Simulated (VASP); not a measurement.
Given:

```
NaBr
1.0
    0.00000     2.96009     2.96009
    2.96009     0.00000     2.96009
    2.96009     2.96009     0.00000
Na Br
1 1
Direct
  0.00000   0.00000   0.00000
  0.50000   0.50000   0.50000
```

All values below come from PBEsol GGA, VASP's PBE PAW potentials (set 64) (plane waves; VASP). Settings: 480 eV cut-off, 8×8×8 Γ-centred mesh, Gaussian smearing of 0.050 eV, potentials Na_pv Br.

Energy and stress use the plane-wave basis of the starting cell.

Task: The ions, cell shape and volume at an external pressure of 2.0 GPa are relaxed. Give the cell that the relaxation ends in.

Result: 
```
NaBr
1.0
    0.00000     2.89108     2.89108
    2.89108     0.00000     2.89108
    2.89108     2.89108     0.00000
Na Br
1 1
Cartesian
  0.00000   0.00000   0.00000
  2.89108   2.89108   2.89108
```
Space group Fm-3m (225), at a tolerance of 0.03 Å.

Task: How do energy and volume change from the first to the last step?

Result: The energy (σ→0) changes by +10.6 meV/atom and the volume by -6.8 %, in 3 ionic steps.

```csv
step,E(σ→0) (eV),max force (eV/Å),pressure (GPa),volume (Å³)
1,-6.3749,0.000,0.08,51.87
2,-6.3660,0.000,1.21,49.57
3,-6.3537,0.000,1.95,48.33
```

The compound is NaBr in the rock salt structure. This run relaxes it under an external pressure of 2 GPa. Symmetry was kept, so distortions that lower it aren't found.
